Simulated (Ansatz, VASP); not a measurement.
## BaS: VASP beside Ansatz

The input INCAR:

```
SYSTEM = BaS
ALGO = Normal ; EDIFF = 1E-6
ENCUT = 520 ; GGA = PE
ISIF = 2 ; ISMEAR = 0
LASPH = .TRUE. ; LCHARG = .FALSE.
LREAL = .FALSE. ; LWAVE = .FALSE.
NBANDS = 15 ; NELM = 100
PREC = Accurate ; SIGMA = 0.1
```

File KPOINTS:

```
k-points
0
G
  6 6 6
  0 0 0
```

POSCAR

```
BaS
1.0
    0.0000000000      3.2868155677      3.2868155677
    3.2868155677      0.0000000000      3.2868155677
    3.2868155677      3.2868155677      0.0000000000
Ba S
1 1
Direct
    0.0000000000      0.0000000000      0.0000000000
    0.7500000000      0.7500000000      0.7500000000
```

Input for Ansatz:

```yaml
crystal:
  lattice:
    - [0.0, 3.2868155677, 3.2868155677]
    - [3.2868155677, 0.0, 3.2868155677]
    - [3.2868155677, 3.2868155677, 0.0]
  atoms:
    - { symbol: Ba, position: [0.0, 0.0, 0.0] }
    - { symbol: S, position: [0.75, 0.75, 0.75] }
basis:
  ecutwfc: 420
kpoints:
  mp_grid: { grid: [6, 6, 6] }
hamiltonian:
  xc: pbe
scf:
  occupations: { method: gaussian, width: 0.1 }
  lower_state_search: "off"
output:
  forces: true
  stress: true
  eigenvalues: true
```

Alike in both runs: task single point; functional PBE; k mesh 6 × 6 × 6; occupations gaussian, width 0.1 eV; no spin polarisation.

|  | VASP | Ansatz |
| --- | --- | --- |
| version | VASP 6.6.1 | Ansatz 0.2.0 |
| potentials or method | VASP PAW PBE potentials, release 64 (Ba_sv, S) | scalar-relativistic, plane waves, PAW |
| plane-wave cutoff (eV) | 520 | 420 |
| valence electrons in the cell | 16 | 16 |

```csv
,VASP,Ansatz,Ansatz less VASP
gap on the k mesh at the Fermi level (eV),3.02,2.97,-0.045
least direct gap on the mesh (eV),3.39,3.44,+0.049
pressure (GPa),9.3,8.4,-0.91
```

With one functional, cell and mesh, what is left measures potentials, basis and numerics.

Caveats: spin-orbit coupling is left out, which moves the levels of the heavy elements. A hybrid or GW would open this gap; PBE tends to underestimate it. A k mesh can miss the band edges.
